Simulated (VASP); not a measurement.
VASP ran on this input.

File POSCAR:
```
AlSb
1
    0.0000000000     3.0914156126     3.0914156126
    3.0914156126     0.0000000000     3.0914156126
    3.0914156126     3.0914156126    -0.0000000000
Al Sb
1 1
Direct
  0.0000000000   0.0000000000   0.0000000000
  0.2500000000   0.2500000000   0.2500000000
```

### INCAR
```
SYSTEM = AlSb
PREC = Accurate
ENCUT = 400
EDIFF = 1E-6
NELM = 100
ALGO = Normal
LREAL = .FALSE.
LASPH = .TRUE.
ISMEAR = 0
SIGMA = 0.05
METAGGA = R2SCAN
LMIXTAU = .TRUE.
LMAXMIX = 4
LWAVE = .FALSE.
LCHARG = .FALSE.
IBRION = 2
ISIF = 3
NSW = 60
EDIFFG = -0.01
```

**KPOINTS**
```
Automatic mesh
0
Gamma
7 7 7
0 0 0
```

POTCAR, in this order: Al Sb (PBE.64 set). Program: vasp_std.

Task: Translate this r2SCAN calculation to Ansatz.

Result: One equivalent input (not run):
Ansatz 0.2 input:
```yaml
crystal:
  lattice:
    - [0.0000000, 3.0914156, 3.0914156]
    - [3.0914156, 0.0000000, 3.0914156]
    - [3.0914156, 3.0914156, 0.0000000]
  atoms:
    - { symbol: Al, position: [0.0000000, 0.0000000, 0.0000000] }
    - { symbol: Sb, position: [0.2500000, 0.2500000, 0.2500000] }
kpoints:
  mp_grid: { grid: [7, 7, 7] }
hamiltonian:
  xc: r2scan
  pseudopotentials: { kind: paw }
scf:
  occupations: { method: gaussian, width: 0.05 }
  max_iter: 100
relax:
  max_steps: 60
  f_tol: 0.01
  cell: {}
output: { forces: true, stress: true, eigenvalues: true }
```
What does not carry over: each code has its own PAW files, so the cut-off isn't converted (ENCUT is set for VASP's; basis.ecutwfc is left out, and Ansatz then takes the one that its files recommend); Ansatz stops its SCF on the density residual and VASP on the energy change (EDIFF).

The compound is AlSb in the zinc blende structure. It was relaxed first. The start is the result of an earlier pass.
